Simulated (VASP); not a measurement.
Calculation: SCAN meta-GGA, VASP's PBE PAW potentials (set 64) (plane waves; VASP).

VASP input:

### INCAR
```
LREAL=.False.   # projection in real space or not
ISMEAR=-5   # tetrahedra, Bloechl
LASPH=.True.
METAGGA=SCAN
EDIFF=1E-7   # SCF stop (eV)
ALGO=Normal   # blocked Davidson
NELM=100
LORBIT=11
LEFG=.True.
LMAXMIX=4   # l cut-off of mixed one-centre charges
SYSTEM=GeO2
LCHARG=.False.
PREC=Accurate
NEDOS=601   # DOS grid
LMIXTAU=.True.
LWAVE=.False.
ISIF=2   # forces and stress, cell fixed
ENCUT=520
```

KPOINTS_OPT:
```
k-points along high-symmetry lines
6
Line-mode
Reciprocal
  0.000000   0.000000   0.000000 ! GAMMA
  0.000000   0.500000   0.000000 ! X

  0.000000   0.500000   0.000000 ! X
  0.500000   0.500000   0.000000 ! M

  0.500000   0.500000   0.000000 ! M
  0.000000   0.000000   0.000000 ! GAMMA

  0.000000   0.000000   0.000000 ! GAMMA
  0.000000   0.000000   0.500000 ! Z

  0.000000   0.000000   0.500000 ! Z
  0.000000   0.500000   0.500000 ! R

  0.000000   0.500000   0.500000 ! R
  0.500000   0.500000   0.500000 ! A

  0.500000   0.500000   0.500000 ! A
  0.000000   0.000000   0.500000 ! Z

  0.000000   0.500000   0.000000 ! X
  0.000000   0.500000   0.500000 ! R

  0.500000   0.500000   0.000000 ! M
  0.500000   0.500000   0.500000 ! A
```

**POSCAR**
```
GeO2
1
    4.4088199420    -0.0000000000     0.0000000000
   -0.0000000000     4.4088199420     0.0000000000
    0.0000000000     0.0000000000     2.8793174399
Ge O
2 4
Direct
  0.0000000000   0.0000000000   1.0000000000
  0.5000000000   0.5000000000   0.5000000000
  0.3057333388   0.3057333388   0.0000000000
  0.8057333388   0.1942666612   0.5000000000
  0.1942666612   0.8057333388   0.5000000000
  0.6942666612   0.6942666612   1.0000000000
```

### KPOINTS
```
Automatic mesh
0
Gamma
6 6 9
0 0 0
```

POTCAR, in this order: Ge_d O (PBE.64 set). Program: vasp_std.

The run wrote:

**OSZICAR**
```
       N       E                     dE             d eps       ncg     rms          rms(c)
DAV:   1     0.539880394697E+03    0.53988E+03   -0.27449E+04  4147   0.457E+03
DAV:   2     0.545833746949E+01   -0.53442E+03   -0.51549E+03  3353   0.971E+02
DAV:   3    -0.851818587108E+02   -0.90640E+02   -0.89856E+02  3590   0.235E+02
DAV:   4    -0.899406875539E+02   -0.47588E+01   -0.47428E+01  3697   0.630E+01
DAV:   5    -0.900576693212E+02   -0.11698E+00   -0.11693E+00  3725   0.982E+00    0.134E+01
DAV:   6    -0.738569837485E+02    0.16201E+02   -0.91313E+00  4742   0.969E+01    0.457E+00
DAV:   7    -0.740093118937E+02   -0.15233E+00   -0.60956E+00  4072   0.211E+01    0.342E+00
DAV:   8    -0.739289197992E+02    0.80392E-01   -0.13142E-01  4182   0.338E+00    0.324E+00
DAV:   9    -0.735021823711E+02    0.42674E+00   -0.18384E+00  4670   0.165E+01    0.303E+00
DAV:  10    -0.739672647148E+02   -0.46508E+00   -0.15390E+00  4420   0.997E+00    0.743E-01
DAV:  11    -0.739620329492E+02    0.52318E-02   -0.54507E-02  3536   0.197E+00    0.571E-01
DAV:  12    -0.739549886489E+02    0.70443E-02   -0.20047E-03  3846   0.429E-01    0.507E-01
DAV:  13    -0.739720423312E+02   -0.17054E-01   -0.20396E-02  3216   0.149E+00    0.307E-01
DAV:  14    -0.739714658129E+02    0.57652E-03   -0.15733E-03  4322   0.448E-01    0.232E-01
DAV:  15    -0.739710118936E+02    0.45392E-03   -0.45283E-04  4909   0.230E-01    0.160E-01
DAV:  16    -0.739704224862E+02    0.58941E-03   -0.77926E-04  4648   0.342E-01    0.549E-02
DAV:  17    -0.739703354034E+02    0.87083E-04   -0.99447E-05  4832   0.101E-01    0.253E-02
DAV:  18    -0.739702615452E+02    0.73858E-04   -0.69715E-05  4461   0.102E-01    0.123E-02
DAV:  19    -0.739702253144E+02    0.36231E-04   -0.58704E-06  4142   0.241E-02    0.995E-03
DAV:  20    -0.739702204407E+02    0.48737E-05   -0.25006E-06  3952   0.186E-02    0.712E-03
DAV:  21    -0.739702360763E+02   -0.15636E-04   -0.42513E-06  3797   0.217E-02    0.406E-04
DAV:  22    -0.739702369501E+02   -0.87385E-06   -0.26110E-07  2723   0.469E-03    0.437E-04
DAV:  23    -0.739702368358E+02    0.11435E-06   -0.40441E-08  1942   0.254E-03    0.290E-04
DAV:  24    -0.739702363325E+02    0.50322E-06   -0.11406E-08  1823   0.128E-03    0.303E-04
DAV:  25    -0.739702356212E+02    0.71137E-06   -0.32127E-09  1774   0.608E-04    0.194E-04
DAV:  26    -0.739702349964E+02    0.62480E-06   -0.15834E-09  1781   0.718E-04    0.553E-05
DAV:  27    -0.739702348675E+02    0.12887E-06   -0.19510E-09  1774   0.353E-04    0.450E-05
DAV:  28    -0.739702348804E+02   -0.12917E-07   -0.43593E-10  1781   0.311E-04
   1 F= -.73970235E+02 E0= -.73970235E+02  d E =0.000000E+00
       N       E                     dE             ncg
       N       E                     dE             ncg
```

### OUTCAR
```
------------------------ aborting loop because EDIFF is reached ----------------------------------------
  FORCE on cell =-STRESS in cart. coord.  units (eV):
  Direction    XX          YY          ZZ          XY          YZ          ZX
  --------------------------------------------------------------------------------------
  Total       -0.0273441     -0.0273441      0.0578461     -0.0000000      0.0000000      0.0000000
  in kB       -0.7827817     -0.7827817      1.6559614     -0.0000000      0.0000000      0.0000000
  external PRESSURE =       0.0301327 kB  Pullay stress =       0.0000000 kB
  volume of cell :       55.97
      direct lattice vectors                 reciprocal lattice vectors
     4.408819942  0.000000000  0.000000000     0.226818063  0.000000000  0.000000000
     0.000000000  4.408819942  0.000000000     0.000000000  0.226818063  0.000000000
     0.000000000  0.000000000  2.879317440     0.000000000  0.000000000  0.347304533
 POSITION                                       TOTAL-FORCE (eV/Angst)
 -----------------------------------------------------------------------------------
      0.00000      0.00000      0.00000         0.000000      0.000000      0.000000
      2.20441      2.20441      1.43966         0.000000      0.000000      0.000000
      1.34792      1.34792      0.00000         0.005836      0.005836      0.000000
      3.55233      0.85649      1.43966         0.005836     -0.005836      0.000000
      0.85649      3.55233      1.43966        -0.005836      0.005836      0.000000
      3.06090      3.06090      0.00000        -0.005836     -0.005836     -0.000000
 -----------------------------------------------------------------------------------
    total drift:                               -0.000000      0.000000      0.000000
  FREE ENERGIE OF THE ION-ELECTRON SYSTEM (eV)
  ---------------------------------------------------
  free  energy   TOTEN  =       -73.9702348804 eV

  energy  without entropy=      -73.9702348804  energy(sigma->0) =      -73.97023488

 total charge

# of ion       s       p       d       tot
------------------------------------------
    1        0.865   1.134  10.462  12.461
    2        0.865   1.134  10.462  12.461
    3        1.569   3.590   0.000   5.159
    4        1.569   3.590   0.000   5.159
    5        1.569   3.590   0.000   5.159
    6        1.569   3.590   0.000   5.159
--------------------------------------------------
tot          8.004  16.629  20.923  45.557

 Electric field gradients after diagonalization (V/A^2)
 (convention: |V_zz| > |V_xx| > |V_yy|)
----------------------------------------------------------------------
 ion       V_xx      V_yy      V_zz     asymmetry (V_yy - V_xx)/ V_zz
----------------------------------------------------------------------
   1      23.471    10.160   -33.631       0.396
   2      23.471    10.160   -33.631       0.396
   3      71.028    59.341  -130.369       0.090
   4      71.028    59.341  -130.369       0.090
   5      71.028    59.341  -130.369       0.090
   6      71.028    59.341  -130.369       0.090
```
(Selected blocks of OUTCAR.)

The compound is GeO2 in the rutile structure. It was relaxed first.
